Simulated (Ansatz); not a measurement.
# Bi under changes of volume

One of the cells (34.286 Å³/atom); the others are scaled copies at fixed shape and fractional positions:

```xyz
2
Lattice="3.2598 0.0000 0.0000 0.0000 3.2430 0.0000 -0.0810 0.0000 6.4866" Properties=species:S:1:pos:R:3 pbc="T T T"
Bi    1.7134    0.0000    4.8622
Bi    1.4654    0.0000    1.6244
```

This isn't the form of Bi at room conditions, which is rhombohedral.

* Program: Ansatz 0.2.0
* Functional: PBE0
* Potentials or basis: Ansatz PAW
* Cutoff: 420 eV (not typed: the program's choice for these potentials)
* k mesh: 6 × 6 × 4
* Occupations: fermi-dirac, width 0.05 eV
* Spin: no spin polarisation

```tsv
volume (Å³/atom)	energy over the lowest point (meV/atom)	pressure (GPa)	largest force (eV/Å)
31.597	29.55	4.5	0.055
32.942	4.08	1.7	0.043
33.614	0.00	0.5	0.023
34.286	0.14	-0.6	0.017
34.959	4.61	-1.6	0.013
35.631	?	?	?
```

**Question.** What does the run at 35.631 Å³/atom give?

**Answer.** Energy over the lowest point 12.96 meV/atom; pressure -2.4 GPa; largest force 0.010 eV/Å.

Worked out: A Birch-Murnaghan fit of order 3 (a polynomial in V^(-2/3)) to the other rows has its minimum at 33.89 Å³/atom with B0 = V·E''(V) = 52 GPa and B' = 6.4 at fixed shape and positions, which overstates the stiffness. It gives 12.35 meV/atom at 35.631 Å³/atom, against the run's 12.96, and -dE/dV = -2.2 GPa, against -2.4.

Energies are extrapolated to zero smearing.

Caveats: the PAW data sets come from PBE, with cores solved anew for the run's functional, which leaves a small shift of forces and pressure; the thresholds are loose for stress.
